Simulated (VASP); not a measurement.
**HgSe: single point with BLYP+D4**

Crystal: HgSe.

```
Hg Se
1.0
     6.07800    0.00000    0.00000
     0.00000    6.07800    0.00000
     0.00000    0.00000    6.07800
Hg Se
4 4
Cartesian
  0.0000 0.0000 0.0000
  0.0000 3.0390 3.0390
  3.0390 0.0000 3.0390
  3.0390 3.0390 0.0000
  1.5195 1.5195 1.5195
  1.5195 4.5585 4.5585
  4.5585 4.5585 1.5195
  4.5585 1.5195 4.5585
```

```yaml
Program: VASP 6.6.1
Task: single point
Functional: BLYP
Dispersion: D4
Potentials_or_basis: VASP PAW PBE potentials, release 64 (Hg, Se)
Cutoff: 520 eV
k_mesh: 5 × 5 × 5
Occupations: fermi-dirac, width 0.02 eV
Spin: no spin polarisation
Further_INCAR_settings: ALGO = Fast; EDIFF = 1e-06
```

```json
{
 "Pressure": "4.6 GPa",
 "Band gap on the k mesh": "none (metal or under the smearing width)",
 "Dispersion energy per atom": "-0.655 eV"
}
```

Levels at points of the mesh, in eV from the Fermi level:
| k point | band 32 | band 33 | band 34 | band 35 | band 36 | band 37 | band 38 | band 39 | band 40 | band 41 |
| --- | --- | --- | --- | --- | --- | --- | --- | --- | --- | --- |
| (0.00, 0.00, 0.00) | -2.31 | -2.31 | -1.00 | -0.01 | -0.01 | -0.01 | 2.77 | 2.77 | 2.77 | 3.05 |

Run time: 3.4 min on 1 thread of Intel(R) Xeon(R) Platinum 8375C CPU @ 2.90GHz (Ice Lake) (shared host), peak memory 0.36 GiB.

Caveat: the PAW data sets were made with another functional, which shifts forces and pressure a little; pairwise dispersion overbinds metals, which lowers pressure and volume. Spin-orbit coupling is left out, which matters for the levels of Hg.
